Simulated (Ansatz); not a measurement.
Input and output for S (omega type): DFT, PBE, PAW with Ansatz's default frozen-core files, scalar-relativistic (Ansatz 0.2.0). This run: shape and atoms relaxed at 0.4 of the base cell's volume.

The cell comes from a relaxation on PAW files under the same functional, begun from a prototype that needn't be the stable phase.

Command: `ansatz run input.yaml --threads 1 --pin off --max-ram 3072MiB --backend cpu --events-out ev --progress --plain --runs-dir out` It took 26 s on 1 thread of Arm Neoverse V1, on a shared host, peak memory 0.31 GiB.

```yaml
crystal:
  lattice:
    - [4.9887712039, 0.0, 0.0]
    - [-2.494385602, 4.3204025962, 0.0]
    - [0.0, 0.0, 1.5727573506]
  atoms:
    - { symbol: S, position: [0.0, 0.0, 0.0] }
    - { symbol: S, position: [0.3333333333, 0.6666666667, 0.5] }
    - { symbol: S, position: [0.6666666667, 0.3333333333, 0.5] }
kpoints:
  mp_grid: { grid: [8, 8, 11] }
scf:
  occupations: { method: fermi_dirac, width: 0.1 }
hamiltonian:
  xc: pbe
  pseudopotentials: { kind: paw }
output:
  forces: true
  stress: true
  write_density: true
  write_potential: true
  elf: true
  volumetric_format: npy
relax:
  f_tol: 0.005
  max_steps: 30
  cell: { stress_tol: 0.75, fix: [volume] }
```

Output:

```
Engine: ansatz 0.2.0
Pseudopotentials: kind: paw
Pseudopotential: S, paw, valence charge 6, recommended cutoff 420 eV (normal), S.paw.azcp
Functional definition: PBE
  parameter kappa = 0.804
  parameter beta = 0.06672455060314922
  exchange = pbe_x(kappa = kappa, mu = beta*pi^2/3)
  correlation = pbe_c(beta = beta)
Crystal: 3 atoms, lattice volume = 33.898 Å³
Basis set: ecut = 420 eV, 695 PW (Γ), exchange–correlation on 72×72×24 points (8 copies of the dense FFT grid, shifted against one another)
Bands: 13, of which v1, the nominal top of the filled ones, is band 9 counted from 1 (8 counted from 0)
Symmetry: 24 space group operations
Space group: P6/mmm (ITA 191), of the structure as read, at distance tolerance 3.2e-5 Å
k-points: 60 of 704
Non-local potential: S, projectors of the file, l = 0: 2, l = 1: 2, l = 2: 2
PAW form: soft (Blöchl's): semilocal exchange-correlation on the pseudo side does not see the compensation charge
PAW one-centre angular grid: S, 110 points (default); XC on 64 Gauss nodes
Initial density: superposition of atomic densities (neutral atoms: chi_scale 0, normalization atom), corrected by the library's trained network
Initial wavefunctions: pseudopotential atomic-orbital guess
Functional: x = pbe(κ = 0.804, μ = 0.2195149727645171), c = pbe(β = 0.06672455060314922)
SCF iter   1: F=—  HF=-2687.912446 eV  |F-HF|=—  |Δ(HF+E_count)|=         —  Δρ=1.74e-2  dr2=8.91e-2  ethr=1.77e-3  ⟨swp⟩=6.5  Hψ=5711  notcnv=0
preconditioner: auto → none  [metal: Δε(μ)=0.040 eV  Ē_g=13.902 eV  σ=0.100 eV  W_gap=0.10  n_scr=6 (ndim 8)  ℏωp=27.1 eV  f_vac=0.000  D(μ)=1.32/eV (n_scr^D=12)  sad-step TF]
SCF iter   2: F=—  HF=-2687.861068 eV  |F-HF|=—  |Δ(HF+E_count)|=   5.14e-2  Δρ=1.07e-2  dr2=3.88e-2  ethr=4.95e-4  ⟨swp⟩=1.1  Hψ=1263  notcnv=0
SCF iter   3: F=—  HF=-2687.854728 eV  |F-HF|=—  |Δ(HF+E_count)|=   6.34e-3  Δρ=1.92e-3  dr2=8.37e-4  ethr=2.16e-4  ⟨swp⟩=2.0  Hψ=1469  notcnv=0
SCF iter   4: F=—  HF=-2687.854631 eV  |F-HF|=—  |Δ(HF+E_count)|=   9.77e-5  Δρ=4.71e-4  dr2=3.31e-5  ethr=4.65e-6  ⟨swp⟩=2.3  Hψ=1244  notcnv=0
SCF iter   5: F=—  HF=-2687.854545 eV  |F-HF|=—  |Δ(HF+E_count)|=   8.53e-5  Δρ=1.26e-4  dr2=7.02e-6  ethr=1.84e-7  ⟨swp⟩=2.4  Hψ=1347  notcnv=0
SCF iter   6: F=—  HF=-2687.854544 eV  |F-HF|=—  |Δ(HF+E_count)|=   1.74e-6  Δρ=4.60e-5  dr2=3.40e-7  ethr=3.90e-8  ⟨swp⟩=1.9  Hψ=1180  notcnv=0
SCF iter   7: F=-2687.854544 eV  HF=-2687.854544 eV  |F-HF|=7.63e-10  |Δ(HF+E_count)|=   1.27e-7  Δρ=5.44e-6  dr2=4.32e-9  ethr=5.56e-10  ⟨swp⟩=8.7  Hψ=5060  notcnv=0
SCF 1 converged in 7 iterations: F = -2687.854544 eV  dr2 = 4.32e-9
  greatest PAW one-centre occupation: 0.938 electrons in one spin orbital (limit 2), on the S atom at site 0 (counted from 0), in its partial waves of l = 0
relax step   1: F+E_penalty+E_count = -2687.85454361 eV  Δ(F+E_penalty+E_count) = +0.000e0 eV  max|allowed force component| = 8.018e-17 eV/Å  Δτ_max = 0.0000 Å  P = +229.951 GPa  Ω = 33.898 Å³  fix = [volume]  reactions: volume +229.951 GPa  (7 SCF iters, accepted)
Basis set: ecut = 420 eV, 683 PW (Γ), exchange–correlation on 72×72×24 points (8 copies of the dense FFT grid, shifted against one another)
Initial density: handed on by an earlier stage of this run
Initial wavefunctions: those handed on with the density
iter 1 solved again at ethr=7.52e-4 eV; its pass at ethr=3.10e-3 eV (dr2=1.35e-1 eV) is discarded
SCF iter   1: F=—  HF=-2693.177340 eV  |F-HF|=—  |Δ(HF+E_count)|=         —  Δρ=2.09e-2  dr2=1.30e-1  ethr=7.52e-4  ⟨swp⟩=1.0  Hψ=6066  notcnv=0
preconditioner: auto → none  [metal: Δε(μ)=0.034 eV  Ē_g=13.550 eV  σ=0.100 eV  W_gap=0.09  n_scr=6 (ndim 8)  ℏωp=27.1 eV  f_vac=0.000  D(μ)=0.96/eV (n_scr^D=6)]
SCF iter   2: F=—  HF=-2693.123013 eV  |F-HF|=—  |Δ(HF+E_count)|=   5.43e-2  Δρ=6.50e-3  dr2=1.06e-2  ethr=7.23e-4  ⟨swp⟩=2.8  Hψ=1510  notcnv=0
SCF iter   3: F=—  HF=-2693.118491 eV  |F-HF|=—  |Δ(HF+E_count)|=   4.52e-3  Δρ=7.09e-4  dr2=6.96e-5  ethr=5.87e-5  ⟨swp⟩=2.5  Hψ=1325  notcnv=0
SCF iter   4: F=—  HF=-2693.118427 eV  |F-HF|=—  |Δ(HF+E_count)|=   6.35e-5  Δρ=4.00e-5  dr2=1.87e-7  ethr=3.87e-7  ⟨swp⟩=2.5  Hψ=1336  notcnv=0
iter 5 did not close the SCF: its close was put off for the readings that it lacked (scf_convergence_deferred on its scf_iter line)
SCF iter   5: F=-2693.118428 eV  HF=-2693.118428 eV  |F-HF|=2.60e-10  |Δ(HF+E_count)|=   2.50e-7  Δρ=4.57e-6  dr2=3.22e-9  ethr=1.04e-9  ⟨swp⟩=2.2  Hψ=1288  notcnv=0
SCF iter   6: F=-2693.118428 eV  HF=-2693.118428 eV  |F-HF|=0.00e0  |Δ(HF+E_count)|=  7.99e-10  Δρ=3.64e-7  dr2=2.83e-11  ethr=1.79e-11  ⟨swp⟩=5.5  Hψ=4363  notcnv=0
SCF 2 converged in 6 iterations: F = -2693.118428 eV  dr2 = 2.83e-11
  greatest PAW one-centre occupation: 0.921 electrons in one spin orbital (limit 2), on the S atom at site 2 (counted from 0), in its partial waves of l = 0
relax step   2: F+E_penalty+E_count = -2693.11842762 eV  Δ(F+E_penalty+E_count) = -5.264e0 eV  max|allowed force component| = 2.698e-17 eV/Å  Δτ_max = 0.0000 Å  P = +179.291 GPa  Ω = 33.898 Å³  energy of the carried Pulay correction = -3.648e-4 eV  fix = [volume]  reactions: volume +179.291 GPa  (6 SCF iters, dr2 threshold 3.00e-7 eV, accepted)
Basis set: ecut = 420 eV, 635 PW (Γ), exchange–correlation on 72×72×24 points (8 copies of the dense FFT grid, shifted against one another)
iter 1 solved again at ethr=5.70e-4 eV; its pass at ethr=3.10e-3 eV (dr2=1.03e-1 eV) is discarded
SCF iter   1: F=—  HF=-2696.535445 eV  |F-HF|=—  |Δ(HF+E_count)|=         —  Δρ=1.79e-2  dr2=9.88e-2  ethr=5.70e-4  ⟨swp⟩=1.0  Hψ=6122  notcnv=0
preconditioner: auto → none  [metal: Δε(μ)=0.042 eV  Ē_g=13.294 eV  σ=0.100 eV  W_gap=0.10  n_scr=6 (ndim 8)  ℏωp=27.1 eV  f_vac=0.000  D(μ)=0.96/eV (n_scr^D=6)]
SCF iter   2: F=—  HF=-2696.493120 eV  |F-HF|=—  |Δ(HF+E_count)|=   4.23e-2  Δρ=5.46e-3  dr2=8.28e-3  ethr=5.49e-4  ⟨swp⟩=2.9  Hψ=1473  notcnv=0
SCF iter   3: F=—  HF=-2696.489417 eV  |F-HF|=—  |Δ(HF+E_count)|=   3.70e-3  Δρ=4.39e-4  dr2=2.63e-5  ethr=4.60e-5  ⟨swp⟩=2.5  Hψ=1318  notcnv=0
SCF iter   4: F=—  HF=-2696.489425 eV  |F-HF|=—  |Δ(HF+E_count)|=   8.28e-6  Δρ=2.98e-5  dr2=1.10e-7  ethr=1.46e-7  ⟨swp⟩=2.4  Hψ=1323  notcnv=0
iter 5 did not close the SCF: its close was put off for the readings that it lacked (scf_convergence_deferred on its scf_iter line)
SCF iter   5: F=-2696.489425 eV  HF=-2696.489425 eV  |F-HF|=3.31e-10  |Δ(HF+E_count)|=   1.67e-7  Δρ=3.37e-6  dr2=1.63e-9  ethr=6.11e-10  ⟨swp⟩=2.2  Hψ=1306  notcnv=0
[... lines left out ...]
iter 5 did not close the SCF: its close was put off for the readings that it lacked (scf_convergence_deferred on its scf_iter line)
SCF iter   5: F=-2701.042008 eV  HF=-2701.042008 eV  |F-HF|=4.55e-13  |Δ(HF+E_count)|=  9.09e-13  Δρ=6.04e-8  dr2=5.22e-13  ethr=1.00e-12  ⟨swp⟩=1.0  Hψ=780  notcnv=0
iter 6 did not close the SCF: its close was put off for the readings that it lacked (scf_convergence_deferred on its scf_iter line)
SCF iter   6: F=-2701.042008 eV  HF=-2701.042008 eV  |F-HF|=4.55e-13  |Δ(HF+E_count)|=    0.00e0  Δρ=3.21e-8  dr2=1.44e-13  ethr=1.00e-12  ⟨swp⟩=1.0  Hψ=780  notcnv=0
SCF iter   7: F=-2701.042008 eV  HF=-2701.042008 eV  |F-HF|=4.55e-13  |Δ(HF+E_count)|=  4.55e-13  Δρ=6.35e-9  dr2=5.53e-15  ethr=1.00e-12  ⟨swp⟩=3.0  Hψ=2605  notcnv=0
SCF 14 converged in 7 iterations: F = -2701.042008 eV  dr2 = 5.53e-15
relax step  14: F+E_penalty+E_count = -2701.04200830 eV  Δ(F+E_penalty+E_count) = -1.517e-5 eV  max|allowed force component| = 1.234e-16 eV/Å  Δτ_max = 0.0000 Å  P = +58.920 GPa  Ω = 33.898 Å³  fix = [volume]  reactions: volume +58.920 GPa  stress off target by 7.55e-2 GPa on what of the cell is left free  SCF on the basis re-selected at this cell (its energy is not comparable with the rows above)  (7 SCF iters)
basis re-selected at this cell: Δ(F+E_penalty+E_count) = -1.517e-5 eV, ΔP = +0.000 GPa vs the last step (what re-selecting the basis moved, of the pressure what is left beyond the Pulay correction that the steps carried, after the strain that the cell walked since its last selection, with what the two solves' SCF thresholds leave and, on support functions, any second-order correction that the steps lacked; it is no measure of the basis error at this ecutwfc). The dense FFT grid was sized anew with the basis: this SCF ran on 30×30×16 points, the steps before it on 30×30×15, so part of this shift can come from that change (see relax.cell in the input reference). This SCF's stress stands 7.55e-2 GPa from its target on what of the cell is left free (relax.cell.stress_tol is 7.50e-1 GPa) and its largest allowed force component is 1.23e-16 eV/Å (relax.f_tol is 5.00e-3 eV/Å): within both
SCF converged after 7 iterations
Free energy (F): -2701.042008 eV
Harris-Foulkes:  -2701.042008 eV  (|F-HF|=4.55e-13)
Internal energy: -2701.005299 eV  (E = F + TS)
E sigma→0 (E₀):  -2701.023654 eV
Entropy (-TS):   -0.036709 eV (-12.236 meV/atom)
Fermi energy:    15.567085 eV
--- Per-component energies (eV) ---
  E_band       = 131.267877
  E_kinetic    = 338.474288
  E_local      = -54.718503  (includes V_loc(G=0)·N_el)
  E_nonlocal   = 89.354053
  E_hartree    = 22.809855
  E_xc         = -298.424819
  E_vxc        = -272.236387  (∫ρ·V_xc dr)
  E_paw        = -1800.921828  (= ΣΔE_a)
  E_vpaw       = -15.225287  (= ΣTr[D̂ρ^β])
  E_aug_tail   = 0.000004  (compensation charges beyond the density's cutoff)
  E_ewald      = -997.578350
  E_smearing   = -0.036709  (= −TS)
  E_closure    = -0.000000  (closes the sum)
  Σ components = -2701.042008   (vs F -2701.042008, Δ=0.00e0)
--- Forces (eV/Å), atoms counted from 1 ---
  atom   1  S      0.00000000     0.00000000     0.00000000
  atom   2  S      0.00000000    -0.00000000    -0.00000000
  atom   3  S     -0.00000000     0.00000000     0.00000000
  max |Σ_I F_I| component: 7.40e-17 eV/Å
--- Stress (GPa, compression-positive) ---
       58.882382       0.000000      -0.000000
        0.000000      58.882382      -0.000000
       -0.000000      -0.000000      58.995618
  P = ⅓ Tr σ = 58.9201 GPa (589.201 kbar)
--- Band table (eV; the first three rows and the last of 60) ---
  k-point 0: bands = ["-5.5886", "1.7094", "1.9067", "6.7281", "6.7281", "7.1707", "7.1707", "18.9301", "19.5266", "19.5266", "22.7909", "22.9897", "23.3238"]
  k-point 1: bands = ["-5.3622", "1.9285", "2.1173", "6.9283", "6.9283", "7.3886", "7.3886", "16.2559", "19.5580", "19.5580", "21.2395", "21.3081", "25.5001"]
  k-point 2: bands = ["-4.6854", "2.5830", "2.7384", "7.5183", "7.5183", "8.0404", "8.0404", "12.5302", "18.1505", "18.2695", "19.4952", "19.4952", "25.5357"]
  k-point 59: bands = ["2.3507", "2.8078", "3.7448", "5.9323", "5.9556", "6.8931", "11.7152", "13.4866", "14.4059", "14.9624", "16.1052", "19.3480", "20.0333"]
--- Relaxed structure (12 steps of the walk, 12 accepted, 2 SCFs on fresh bases) ---
  F+E_penalty+E_count = -2701.04200830 eV   max|allowed force component| = 1.234e-16 eV/Å   (the final SCF, on the basis selected at the relaxed cell)
  cell:  # Å, volume = 33.8984 Å³
    - [4.171309291908189, 2.4137106139958766e-11, -1.0579139071495124e-28]
    - [-2.085654645974998, 3.6124598138225013, -1.583442634895661e-17]
    - [2.7531877319955825e-33, -5.764210598038103e-18, 2.249593825211075]
  atoms:
    - { symbol: S, position: [-2.7890265127489876e-34, 1.671658400213789e-35, -3.7092061506874214e-68] }
    - { symbol: S, position: [0.3333333333333333, 0.6666666666666667, 0.5] }
    - { symbol: S, position: [0.6666666666666667, 0.3333333333333333, 0.5] }
```

Next run (volume at 0.4 of the series' base cell), as changes to the input before:

```diff
   lattice:
-    - [4.9887712039, 0.0, 0.0]
-    - [-2.494385602, 4.3204025962, 0.0]
-    - [0.0, 0.0, 1.5727573506]
+    - [4.1713092919, 0.0, 0.0]
+    - [-2.085654646, 3.6124598138, 0.0]
+    - [0.0, 0.0, 2.2495938252]
   atoms:
   mp_grid: { grid: [8, 8, 11] }
+  band_path:
+    path:
+      - [0.0, 0.0, 0.0]
+      - [0.5, 0.0, 0.0]
+      - [0.3333333333, 0.3333333333, 0.0]
+      - [0.0, 0.0, 0.0]
+      - [0.0, 0.0, 0.5]
+      - [0.5, 0.0, 0.5]
+      - [0.3333333333, 0.3333333333, 0.5]
+      - [0.0, 0.0, 0.5]
+      - [0.5, 0.0, 0.5]
+    npoints: 8
 scf:
   stress: true
-  write_density: true
-  write_potential: true
-  elf: true
-  volumetric_format: npy
-relax:
-  f_tol: 0.005
-  max_steps: 30
-  cell: { stress_tol: 0.75, fix: [volume] }
+  eigenvalues: true
+  populations: true
+  dos: { projected: true, de: 0.2, e_range: [-14, 8] }
```

Command: `ansatz run input.yaml --threads 1 --pin off --max-ram 3072MiB --backend cpu --events-out ev --progress --plain --runs-dir out` It took 2.5 s on 1 thread of Arm Neoverse V1, with other jobs on the host, peak memory 0.29 GiB.

Results part of the output:

```
SCF 1 converged in 6 iterations: F = -2701.042008 eV  dr2 = 4.44e-10
  greatest PAW one-centre occupation: 0.897 electrons in one spin orbital (limit 2), on the S atom at site 2 (counted from 0), in its partial waves of l = 0
NSCF: frozen V_eff on 65 k-points
SCF converged after 6 iterations
Free energy (F): -2701.042008 eV
Harris-Foulkes:  -2701.042008 eV  (|F-HF|=2.15e-10)
Internal energy: -2701.005299 eV  (E = F + TS)
E sigma→0 (E₀):  -2701.023654 eV
Entropy (-TS):   -0.036709 eV (-12.236 meV/atom)
Fermi energy:    15.567084 eV
--- Per-component energies (eV) ---
  E_band       = 131.267856
  E_kinetic    = 338.474306
  E_local      = -54.718529  (includes V_loc(G=0)·N_el)
  E_nonlocal   = 89.354060
  E_hartree    = 22.809863
  E_xc         = -298.424826
  E_vxc        = -272.236395  (∫ρ·V_xc dr)
  E_paw        = -1800.921829  (= ΣΔE_a)
  E_vpaw       = -15.225293  (= ΣTr[D̂ρ^β])
  E_aug_tail   = 0.000004  (compensation charges beyond the density's cutoff)
  E_ewald      = -997.578350
  E_smearing   = -0.036709  (= −TS)
  E_closure    = -0.000000  (closes the sum)
  Σ components = -2701.042008   (vs F -2701.042008, Δ=0.00e0)
--- Forces (eV/Å), atoms counted from 1 ---
  atom   1  S     -0.00000000     0.00000000     0.00000000
  atom   2  S      0.00000000    -0.00000000     0.00000000
  atom   3  S      0.00000000     0.00000000     0.00000000
  max |Σ_I F_I| component: 7.40e-17 eV/Å
--- Stress (GPa, compression-positive) ---
       58.882401       0.000000       0.000000
        0.000000      58.882401       0.000000
        0.000000       0.000000      58.995600
  P = ⅓ Tr σ = 58.9201 GPa (589.201 kbar)
--- Band table (eV; the first three rows and the last of 60) ---
  k-point 0: bands = ["-5.5886", "1.7094", "1.9067", "6.7281", "6.7281", "7.1707", "7.1707", "18.9301", "19.5266", "19.5266", "22.7909", "22.9896", "23.3238"]
  k-point 1: bands = ["-5.3622", "1.9285", "2.1173", "6.9283", "6.9283", "7.3886", "7.3886", "16.2559", "19.5580", "19.5580", "21.2395", "21.3081", "25.5001"]
  k-point 2: bands = ["-4.6854", "2.5830", "2.7384", "7.5183", "7.5183", "8.0404", "8.0404", "12.5302", "18.1505", "18.2694", "19.4952", "19.4952", "25.5357"]
  k-point 59: bands = ["2.3507", "2.8078", "3.7448", "5.9323", "5.9556", "6.8931", "11.7152", "13.4866", "14.4059", "14.9624", "16.1052", "19.3480", "20.0333"]
--- Löwdin populations: 3 sites ---
  site symbol       q [e]
     0      S      6.0107
     1      S      5.7590
     2      S      5.7590
  spilling = 0.026187 (of n_electrons = 18.000000)
```

Next run (volume at 0.4 of the series' base cell, partial waves polarizable), as changes to the input before:

```diff
   mp_grid: { grid: [8, 8, 11] }
-  band_path:
-    path:
-      - [0.0, 0.0, 0.0]
-      - [0.5, 0.0, 0.0]
-      - [0.3333333333, 0.3333333333, 0.0]
-      - [0.0, 0.0, 0.0]
-      - [0.0, 0.0, 0.5]
-      - [0.5, 0.0, 0.5]
-      - [0.3333333333, 0.3333333333, 0.5]
-      - [0.0, 0.0, 0.5]
-      - [0.5, 0.0, 0.5]
-    npoints: 8
 scf:
   xc: pbe
-  pseudopotentials: { kind: paw }
+  pseudopotentials: { kind: paw, partial_waves: polarizable }
 output:
   eigenvalues: true
-  populations: true
-  dos: { projected: true, de: 0.2, e_range: [-14, 8] }
+  write_density: true
+  write_potential: true
+  elf: true
+  volumetric_format: npy
```

Results part of the output:

```
SCF 1 converged in 6 iterations: F = -2701.042007 eV  dr2 = 4.46e-10
  greatest PAW one-centre occupation: 0.897 electrons in one spin orbital (limit 2), on the S atom at site 2 (counted from 0), in its partial waves of l = 0
SCF converged after 6 iterations
Free energy (F): -2701.042007 eV
Harris-Foulkes:  -2701.042007 eV  (|F-HF|=2.12e-10)
Internal energy: -2701.005298 eV  (E = F + TS)
E sigma→0 (E₀):  -2701.023652 eV
Entropy (-TS):   -0.036709 eV (-12.236 meV/atom)
Fermi energy:    15.567086 eV
--- Per-component energies (eV) ---
  E_band       = 131.267854
  E_kinetic    = 338.474304
  E_local      = -54.718520  (includes V_loc(G=0)·N_el)
  E_nonlocal   = 89.354058
  E_hartree    = 22.809860
  E_xc         = -298.424824
  E_vxc        = -272.236393  (∫ρ·V_xc dr)
  E_paw        = -1800.921830  (= ΣΔE_a)
  E_vpaw       = -15.225295  (= ΣTr[D̂ρ^β])
  E_aug_tail   = 0.000004  (compensation charges beyond the density's cutoff)
  E_ewald      = -997.578350
  E_smearing   = -0.036709  (= −TS)
  E_closure    = -0.000000  (closes the sum)
  Σ components = -2701.042007   (vs F -2701.042007, Δ=0.00e0)
--- Forces (eV/Å), atoms counted from 1 ---
  atom   1  S      0.00000000     0.00000000     0.00000000
  atom   2  S     -0.00000000    -0.00000000     0.00000000
  atom   3  S      0.00000000     0.00000000     0.00000000
  max |Σ_I F_I| component: 7.40e-17 eV/Å
--- Stress (GPa, compression-positive) ---
       58.882361       0.000000       0.000000
        0.000000      58.882361       0.000000
        0.000000       0.000000      58.995632
  P = ⅓ Tr σ = 58.9201 GPa (589.201 kbar)
--- Band table (eV; the first three rows and the last of 60) ---
  k-point 0: bands = ["-5.5886", "1.7094", "1.9067", "6.7281", "6.7281", "7.1707", "7.1707", "18.9301", "19.5266", "19.5266", "22.7909", "22.9896", "23.3238"]
  k-point 1: bands = ["-5.3622", "1.9285", "2.1173", "6.9283", "6.9283", "7.3886", "7.3886", "16.2559", "19.5580", "19.5580", "21.2395", "21.3081", "25.5001"]
  k-point 2: bands = ["-4.6854", "2.5830", "2.7384", "7.5183", "7.5183", "8.0404", "8.0404", "12.5302", "18.1505", "18.2694", "19.4952", "19.4952", "25.5357"]
  k-point 59: bands = ["2.3507", "2.8078", "3.7448", "5.9323", "5.9556", "6.8931", "11.7152", "13.4866", "14.4059", "14.9624", "16.1052", "19.3480", "20.0333"]
```
